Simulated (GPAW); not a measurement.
The system is Ag.

```xyz
1
Lattice="0.0000 2.0427 2.0427 2.0427 0.0000 2.0427 2.0427 2.0427 0.0000" Properties=species:S:1:pos:R:3 pbc="T T T"
Ag    0.0000    0.0000    0.0000
```

- Program: GPAW 26.7.0
- Task: relaxation of cell and atoms
- Functional: PBEsol
- Dispersion: D4
- Potentials or basis: PAW data sets generated in the run's folder for this functional
- Cutoff: 600 eV
- Basis: pw
- k mesh: 11 × 11 × 11
- Occupations: fermi-dirac, width 0.05 eV
- Spin: no spin polarisation

At the start: pressure -5.8 GPa; volume 17.05 Å³/atom.

How do energy, volume and symmetry change on relaxing?

Over 4 steps the energy falls by 16.2 meV/atom and the volume is 16.21 Å³/atom (-4.9 %); space group Fm-3m (No. 225, to 0.05 Å).

Step by step:
| step | energy change (eV) | largest force (eV/Å) | pressure (GPa) | volume (Å³) |
| --- | --- | --- | --- | --- |
| 1 | 0.0000 | 0.0000 | -5.78 | 17.05 |
| 2 | -0.0124 | 0.0000 | -2.97 | 16.60 |
| 3 | -0.0162 | 0.0000 | 0.33 | 16.17 |
| 4 | -0.0162 | 0.0000 | -0.01 | 16.21 |

Final structure:
```
CELL_PARAMETERS angstrom
0.00000 2.00888 2.00888
2.00888 0.00000 2.00888
2.00888 2.00888 0.00000
ATOMIC_POSITIONS crystal
Ag 0.00000 0.00000 0.00000
```

Caveat: later steps reuse the first step's grids; pairwise dispersion overbinds metals, which lowers pressure and volume.
